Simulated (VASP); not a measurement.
# KI (Cmmm) in VASP: a series of runs

The runs below take KI through single point, relaxation of cell and atoms, with PBE+D3(BJ).

All numbers are computed with VASP 6.6.1; they aren't measurements. Logs are shortened: lines on timing, memory, paths and dates and some standing lists are left out, and cuts for length are marked.

### 1 The cell of the first run

Symmetry: Pm-3m, No. 221, cubic system. Conventional cell: a = 4.237 Å, b = 4.237 Å, c = 4.237 Å, α = 90.00°, β = 90.00°, γ = 90.00°. K (site symmetry m-3m) is surrounded by 8 I at 3.67 Å. Around I (site symmetry m-3m) lie 8 K at 3.67 Å.

The cell was built by a generator and needn't be a form met in nature.

### 2 Single point, PBE+D3(BJ) (sheets of the NaI type stacked, one a cell (Cmmm, No. 65))

Contents of INCAR:

```
PREC = Accurate
ENCUT = 520
EDIFF = 1E-7
ISMEAR = 0
SIGMA = 0.02
LREAL = F
LASPH = T
NELM = 100
ALGO = Normal
ISIF = 2
LWAVE = F
LCHARG = T
GGA = PE
IVDW = 12
LELF = T
LVHAR = T
NBANDS = 15
```

Contents of KPOINTS:

```
Automatic mesh
0
Gamma
  6 6 6
```

Contents of POSCAR:

```
KI
1.0
    2.9939027802     -2.9964268261      0.0000000000
    2.9939027802      2.9964268261      0.0000000000
    0.0000000000      0.0000000000      4.2384759234
K I
1 1
Direct
    0.0000000000      0.0000000000      0.0000000000
    0.5000000000      0.5000000000      0.5000000000
```

Potentials or basis: VASP PAW PBE potentials, release 64 (K_sv, I).

Command:

```sh
cat potpaw_PBE.64/K_sv/POTCAR potpaw_PBE.64/I/POTCAR > POTCAR
mpirun -np 1 vasp_std > vasp.out
```

OUTCAR:

```text
PREC = Accurate
   ENCUT = 520
   EDIFF = 1E-7
   ISMEAR = 0
   LREAL = F
   LASPH = T
   NELM = 100
   ISIF = 2
   GGA = PE
   IVDW = 12
 IVDW          = 12

 ion  position               nearest neighbor table
   1  0.000  0.000  0.000-   2 3.67   2 3.67   2 3.67   2 3.67   2 3.67   2 3.67   2 3.67   2 3.67

   2  0.500  0.500  0.500-   1 3.67   1 3.67   1 3.67   1 3.67   1 3.67   1 3.67   1 3.67   1 3.67

  LATTYP: Found a base centered orthorhombic cell.
 ALAT       =     5.9878055604
 B/A-ratio  =     1.0008430621
 C/A-ratio  =     0.7078512955

  Lattice vectors:

 A1 = (   2.9939027802,  -2.9964268261,   0.0000000000)
 A2 = (   2.9939027802,   2.9964268261,   0.0000000000)
 A3 = (   0.0000000000,   0.0000000000,   4.2384759234)

Analysis of symmetry for initial positions (statically):
=====================================================================
 Subroutine PRICEL returns:
 Original cell was already a primitive cell.

 Routine SETGRP: Setting up the symmetry group for a
 base centered orthorhombic supercell.

 Subroutine GETGRP returns: Found  8 space group operations
 (whereof  8 operations were pure point group operations)
 out of a pool of  8 trial point group operations.

The static configuration has the point symmetry D_2h.

Analysis of symmetry for dynamics (positions and initial velocities):
=====================================================================
 Subroutine PRICEL returns:
 Original cell was already a primitive cell.

 Routine SETGRP: Setting up the symmetry group for a
 base centered orthorhombic supercell.

 Subroutine GETGRP returns: Found  8 space group operations
 (whereof  8 operations were pure point group operations)
 out of a pool of  8 trial point group operations.

The dynamic configuration has the point symmetry D_2h.

 Subroutine INISYM returns: Found  8 space group operations
 (whereof  8 operations are pure point group operations),
 and found     1 'primitive' translations

----------------------------------------------------------------------------------------

                                     Primitive cell

  volume of cell :      76.0468

  direct lattice vectors                    reciprocal lattice vectors
     2.993902780 -2.996426826  0.000000000     0.167006091 -0.166865413  0.000000000
     2.993902780  2.996426826  0.000000000     0.167006091  0.166865413  0.000000000
     0.000000000  0.000000000  4.238475923     0.000000000  0.000000000  0.235933864

  length of vectors
     4.235803062  4.235803062  4.238475923     0.236082825  0.236082825  0.235933864

  position of ions in fractional coordinates (direct lattice)
     0.000000000  0.000000000  0.000000000
     0.500000000  0.500000000  0.500000000

  ion indices of the primitive-cell ions
   primitive index   ion index
                 1           1
                 2           2

----------------------------------------------------------------------------------------

 KPOINTS: Automatic mesh

Automatic generation of k-mesh.
 Grid dimensions read from file:
 generate k-points for:    6    6    6

 Generating k-lattice:

  Cartesian coordinates                     Fractional coordinates (reciprocal lattice)
     0.027834348 -0.027810902  0.000000000     0.166666667 -0.000000000  0.000000000
     0.027834348  0.027810902  0.000000000    -0.000000000  0.166666667  0.000000000
     0.000000000  0.000000000  0.039322311     0.000000000  0.000000000  0.166666667

  Length of vectors
     0.039347138  0.039347138  0.039322311

  Shift w.r.t. Gamma in fractional coordinates (k-lattice)
     0.000000000  0.000000000  0.000000000

 Subroutine IBZKPT returns following result:
 ===========================================

 Found     52 irreducible k-points:

 Following reciprocal coordinates:
            Coordinates               Weight
  0.000000  0.000000  0.000000      1.000000
  0.166667 -0.000000  0.000000      4.000000
  0.333333 -0.000000  0.000000      4.000000
  0.500000 -0.000000  0.000000      2.000000
  0.166667  0.166667  0.000000      2.000000
  0.333333  0.166667  0.000000      4.000000
[... 16 lines left out ...]
  0.333333  0.333333  0.166667      4.000000
  0.500000  0.333333  0.166667      8.000000
 [... further k-points ...]
   k-points           NKPTS =     52   k-points in BZ     NKDIM =     52   number of bands    NBANDS=     15
   number of dos      NEDOS =    301   number of ions     NIONS =      2
   total plane-waves  NPLWV =  32768
   dimension x,y,z NGX =    32 NGY =   32 NGZ =   32
   dimension x,y,z NGXF=    64 NGYF=   64 NGZF=   64
   ions per type =               1   1
   NGX,Y,Z   is equivalent  to a cutoff of  12.56, 12.56, 12.55 a.u.
   NGXF,Y,Z  is equivalent  to a cutoff of  25.12, 25.12, 25.10 a.u.
 SYSTEM =  unknown system
   PREC   = accura    normal or accurate (medium, high low for compatibility)
   ISTART =      0    job   : 0-new  1-cont  2-samecut
   ICHARG =      2    charge: 1-file 2-atom 10-const
   ISPIN  =      1    spin polarized calculation?
   LNONCOLLINEAR =      F non collinear calculations
   LSORBIT =      F    spin-orbit coupling
   LASPH  =      T    aspherical Exc in radial PAW
   ENCUT  =  520.0 eV  38.22 Ry    6.18 a.u.   7.88  7.88  7.88*2*pi/ulx,y,z
   NELM   =    100;   NELMIN=  2; NELMDL= -5     # of ELM steps
   EDIFF  = 0.1E-06   stopping-criterion for ELM
   LREAL  =      F    real-space projection
   EDIFFG = 0.1E-05   stopping-criterion for IOM
   NSW    =      0    number of steps for IOM
   IBRION =     -1    ionic relax: 0-MD 1-quasi-New 2-CG
   NFREE  =      0    steps in history (QN), initial steepest desc. (CG)
   ISIF   =      2    stress and relaxation
   ISYM   =      2    0-nonsym 1-usesym 2-fastsym
   POTIM  = 0.5000    time-step for ionic-motion
   TEBEG  =    0.0;   TEEND  =   0.0 temperature during run
   PSTRESS=    0.0 pullay stress
   NELECT =      16.0000    total number of electrons
   NUPDOWN=      -1.0000    fix difference up-down
   EMIN   =  10.00;   EMAX   =-10.00  energy-range for DOS
   EFERMI =   0.00;   METHOD = LEGACY
   ISMEAR =     0;   SIGMA  =   0.02  broadening in eV -4-tet -1-fermi 0-gaus
   EFERMI_NEDOS =   21; number of points for ismear=-14 and -15
   IALGO  =     38    algorithm
   IMIX   =      4    mixing-type and parameters
     AMIX     =   0.40;   BMIX     =  1.00
     AMIX_MAG =   1.60;   BMIX_MAG =  1.00
  volume/ion in A,a.u.               =      38.02       256.59
  Fermi-wavevector in a.u.,A,eV,Ry     =   0.973691  1.840009 12.899331  0.948074
  Thomas-Fermi vector in A             =   2.104091
   LORBIT       =      0    0 simple, 1 ext, 2 COOP (PROOUT), +10 PAW based schemes
   GGA     = PE    functional components
   LHFCALC =     F    Hartree Fock is set to
   AEXX    =    0.0000 exact exchange contribution
   IVDW    =    12    specifies the selected vdW correction
   LEPSILON=     F    determine dielectric tensor
   LRPA    =     F    only Hartree local field effects (RPA)
 non-spin polarized calculation
 Gauss-broadening in eV      SIGMA  =   0.02
  energy-cutoff  :      520.00
  volume of cell :       76.05
 maximum number of plane-waves:      2087
   NGX = 15   NGY = 15   NGZ = 15

 number of electron      15.9999997 magnetization

 Free energy of the ion-electron system (eV)
  ---------------------------------------------------
  ext. energy  EPLUGINS =         0.00000000
  ---------------------------------------------------
  free energy    TOTEN  =        -5.40566040 eV

  energy without entropy =       -5.40566040  energy(sigma->0) =       -5.40566040

 E-fermi :   1.2995     XC(G=0):  -7.8669

 val. band max:        1.1408369424   @ k =   0.5000  -0.0000   0.5000
 cond. band min:       4.5699951159   @ k =   0.0000   0.0000   0.0000
 fundamental gap:      3.4291581736
 Fermi energy:         1.2994653396

 k-point     1 :       0.0000    0.0000    0.0000
  band No.  band energies     occupation
      1     -28.2073      2.00000
      2     -11.6614      2.00000
      3     -11.6613      2.00000
      4     -11.6613      2.00000
      5     -10.1244      2.00000
      6       0.7537      2.00000
      7       0.7575      2.00000
      8       0.7590      2.00000
      9       4.5700      0.00000
     10       5.8221      0.00000
     11       5.8249      0.00000
     12       9.5661      0.00000
     13       9.5712      0.00000
     14       9.5730      0.00000
     15      11.7072      0.00000

 k-point     2 :       0.1667   -0.0000    0.0000
  band No.  band energies     occupation
      1     -28.2059      2.00000
      2     -11.7158      2.00000
      3     -11.6579      2.00000
      4     -11.6579      2.00000
      5     -10.0343      2.00000
      6       0.0725      2.00000
      7       0.7714      2.00000
      8       0.7761      2.00000
      9       5.1527      0.00000
     10       6.0265      0.00000
     11       6.5467      0.00000
     12       9.4782      0.00000
     13       9.4824      0.00000
     14       9.6826      0.00000
     15      10.7246      0.00000

 k-point     3 :       0.3333   -0.0000    0.0000
  band No.  band energies     occupation
      1     -28.2031      2.00000
      2     -11.8140      2.00000
      3     -11.6512      2.00000
      4     -11.6511      2.00000
      5      -9.8581      2.00000
      6      -0.8995      2.00000
      7       0.8068      2.00000
      8       0.8116      2.00000
      9       6.0969      0.00000
     10       6.6192      0.00000
     11       7.9548      0.00000
     12       9.1790      0.00000
     13       9.4751      0.00000
     14       9.4791      0.00000
     15       9.9527      0.00000

 k-point     4 :       0.5000   -0.0000    0.0000
  band No.  band energies     occupation
      1     -28.2017      2.00000
      2     -11.8591      2.00000
      3     -11.6478      2.00000
      4     -11.6478      2.00000
      5      -9.7705      2.00000
      6      -1.2921      2.00000
      7       0.8245      2.00000
      8       0.8293      2.00000
      9       6.7248      0.00000
     10       7.2869      0.00000
     11       8.1580      0.00000
     12       8.3825      0.00000
     13       9.8928      0.00000
     14       9.9145      0.00000
     15       9.9227      0.00000
[... 307 lines left out ...]
 k-point    22 :      -0.1667    0.1667    0.1667
  band No.  band energies     occupation
      1     -28.2032      2.00000
      2     -11.7274      2.00000
      3     -11.6813      2.00000
      4     -11.6812      2.00000
      5      -9.9121      2.00000
      6       0.0356      2.00000
      7       0.2999      2.00000
      8       0.3012      2.00000
      9       6.2175      0.00000
     10       6.9319      0.00000
     11       6.9347      0.00000
     12       8.8686      0.00000
     13       8.8692      0.00000
     14       9.4981      0.00000
     15      10.9894      0.00000

 k-point    23 :       0.3333    0.3333    0.1667
  band No.  band energies     occupation
      1     -28.1977      2.00000
      2     -11.7571      2.00000
      3     -11.7282      2.00000
      4     -11.6694      2.00000
      5      -9.7415      2.00000
      6      -0.5319      2.00000
      7      -0.3901      2.00000
      8       0.4602      2.00000
      9       6.2007      0.00000
     10       7.5946      0.00000
     11       7.6706      0.00000
     12       7.8330      0.00000
     13       9.3205      0.00000
     14       9.6490      0.00000
     15      10.8136      0.00000

 k-point    24 :       0.5000    0.3333    0.1667
  band No.  band energies     occupation
      1     -28.1964      2.00000
      2     -11.7723      2.00000
      3     -11.7254      2.00000
      4     -11.6654      2.00000
      5      -9.7104      2.00000
      6      -0.7978      2.00000
      7      -0.3458      2.00000
      8       0.5245      2.00000
      9       5.7990      0.00000
     10       7.4261      0.00000
     11       7.6567      0.00000
     12       8.0502      0.00000
     13       9.6835      0.00000
     14       9.9677      0.00000
     15      10.8122      0.00000

 [... further k-points ...]

------------------------ aborting loop because EDIFF is reached ----------------------------------------

 Edisp (eV)   -0.53778

 E8    (eV) :    -0.2611

  FORCE on cell =-STRESS in cart. coord.  units (eV):
  Direction    XX          YY          ZZ          XY          YZ          ZX
  --------------------------------------------------------------------------------------
  -------------------------------------------------------------------------------------
  Total       0.00894     0.00511    -0.00258    -0.00000     0.00000     0.00000
  in kB       0.18836     0.10772    -0.05434    -0.00000     0.00000     0.00000
  external pressure =        0.08 kB  Pullay stress =        0.00 kB

 VOLUME and BASIS-vectors are now :
 -----------------------------------------------------------------------------
  energy-cutoff  :      520.00
  volume of cell :       76.05
      direct lattice vectors                 reciprocal lattice vectors
     2.993902780 -2.996426826  0.000000000     0.167006091 -0.166865413  0.000000000
     2.993902780  2.996426826  0.000000000     0.167006091  0.166865413  0.000000000
     0.000000000  0.000000000  4.238475923     0.000000000  0.000000000  0.235933864

 POSITION                                       TOTAL-FORCE (eV/Angst)
 -----------------------------------------------------------------------------------
      0.00000      0.00000      0.00000         0.000000      0.000000      0.000000
      2.99390      0.00000      2.11924        -0.000000     -0.000000      0.000000
 -----------------------------------------------------------------------------------
    total drift:                                0.000000     -0.000000     -0.000000

  FREE ENERGIE OF THE ION-ELECTRON SYSTEM (eV)
  ---------------------------------------------------
  free  energy   TOTEN  =        -5.9434406530 eV

  energy  without entropy=       -5.9434406530  energy(sigma->0) =       -5.94344065
```

Run time: 24 s. Hardware: 1 thread of AMD EPYC 9R45 (Zen 5), shared host; peak memory 0.19 GiB.

Results:

```
Free energy                : -5.9434 eV
Pressure                   : 0.0 GPa
Band gap on the k mesh     : 3.43 eV, indirect (least direct gap 3.81 eV)
Dispersion energy per atom : -0.269 eV
```

Caveat: spin-orbit coupling is left out, which moves the levels of the heavy elements. A k mesh can miss the band edges.

### 3 Relaxation of cell and atoms, PBE+D3(BJ) (sheets of the NaI type stacked, one a cell (Cmmm, No. 65))

Contents of INCAR:

```
ALGO = Normal ; EDIFF = 1E-6
EDIFFG = -0.01 ; ENCUT = 600
GGA = PE ; IBRION = 2
ISIF = 3 ; ISMEAR = 0
IVDW = 12 ; LASPH = T
LCHARG = F ; LREAL = F
LWAVE = F ; NELM = 60
NSW = 100 ; PREC = Accurate
SIGMA = 0.02
```

Contents of KPOINTS:

```
k-points
0
Gamma
  6 6 6
```

POSCAR is that of step 2.

Potentials or basis: VASP PAW PBE potentials, release 64 (K_sv, I).

Command:

```sh
cat potpaw_PBE.64/K_sv/POTCAR potpaw_PBE.64/I/POTCAR > POTCAR
mpirun -np 1 vasp_std > vasp.out
```

Run time: 24 s. Hardware: 1 thread of AMD EPYC 9R45 (Zen 5), shared host; peak memory 0.22 GiB.

The run converged. Its results:

```yaml
Free_energy: -5.9437 eV
Pressure_after_relaxing: 0.0 GPa
Band_gap_on_the_k_mesh: 3.43 eV, indirect (least direct gap 3.81 eV)
Dispersion_energy_per_atom: -0.269 eV
```

Final structure:
```yaml
crystal:
  lattice:
    - [2.99390, -2.99643, 0.00000]
    - [2.99390, 2.99643, 0.00000]
    - [0.00000, 0.00000, 4.23848]
  atoms:
    - { symbol: K, position: [0.00000, 0.00000, 0.00000] }
    - { symbol: I, position: [0.50000, 0.50000, 0.50000] }
```

Levels at points of the mesh, in eV from the valence-band top:
| k point | band 5 | band 6 | band 7 | band 8 | band 9 | band 10 | band 11 | band 12 |
| --- | --- | --- | --- | --- | --- | --- | --- | --- |
| (0.00, 0.00, 0.00) | -11.27 | -0.39 | -0.38 | -0.38 | 3.43 | 4.68 | 4.68 | 8.43 |
| (0.50, 0.00, 0.00) | -10.91 | -2.43 | -0.32 | -0.31 | 5.58 | 6.15 | 7.02 | 7.24 |
| (0.50, 0.50, 0.00) | -10.88 | -1.82 | -1.81 | 0.00 | 3.88 | 5.70 | 6.77 | 6.77 |
| (0.00, 0.00, 0.50) | -10.91 | -2.43 | -0.31 | -0.31 | 5.58 | 6.14 | 7.02 | 7.24 |
| (0.50, 0.00, 0.50) | -10.88 | -1.82 | -1.81 | 0.00 | 3.88 | 5.70 | 6.78 | 6.78 |
| (0.50, 0.50, 0.50) | -10.69 | -1.78 | -1.78 | -1.77 | 5.65 | 5.65 | 5.65 | 8.98 |

Caveat: the relaxation stopped at its first step, so nothing moved; spin-orbit coupling is left out, which moves the levels of the heavy elements.

[end of part 1 of 2]
